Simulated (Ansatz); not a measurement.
The system is Sc.

```
CELL_PARAMETERS angstrom
-1.91721 1.91721 1.71760
1.91721 -1.91721 1.71760
1.91721 1.91721 -1.71760
ATOMIC_POSITIONS crystal
Sc 0.00000 0.00000 0.00000
```

This isn't the form of Sc at room conditions, which is hcp.

| Property | Result |
| --- | --- |
| Program | Ansatz 0.2.0 |
| Task | relaxation of cell and atoms |
| Functional | PBE |
| Dispersion | D4 |
| Potentials or basis | Ansatz PAW |
| Cutoff | 420 eV (not typed: the program's choice for these potentials) |
| k mesh | 10 × 10 × 10 |
| Occupations | fermi-dirac, width 0.05 eV |
| Spin | no spin polarisation |

At the start: volume 25.25 Å³/atom.

Task: Where does the relaxation end?

Result: It ends after 8 steps and the volume is 24.10 Å³/atom (-4.6 %); space group Im-3m (No. 229, to 0.05 Å).

Step by step:
```tsv
step	energy change (eV)	largest force (eV/Å)	volume (Å³)
1	0.0000	0.0000	25.25
2	-0.0105	0.0000	23.99
3	-0.0113	0.0000	24.02
4	-0.0134	0.0000	24.05
5	-0.0138	0.0000	24.08
6	-0.0138	0.0000	24.10
7	-0.0138	0.0000	24.10
8	-0.0137	0.0000	24.10
```

Final structure:
```
Sc
1.0
    -1.82409    1.82409    1.81051
     1.82409   -1.82409    1.81051
     1.82409    1.82409   -1.81051
Sc
1
Direct
  0.00000 0.00000 0.00000
```

Caveat: the plane-wave basis is chosen anew once the cell has moved, so the energies of steps on either side of that aren't comparable; pairwise dispersion overbinds metals, which lowers pressure and volume.
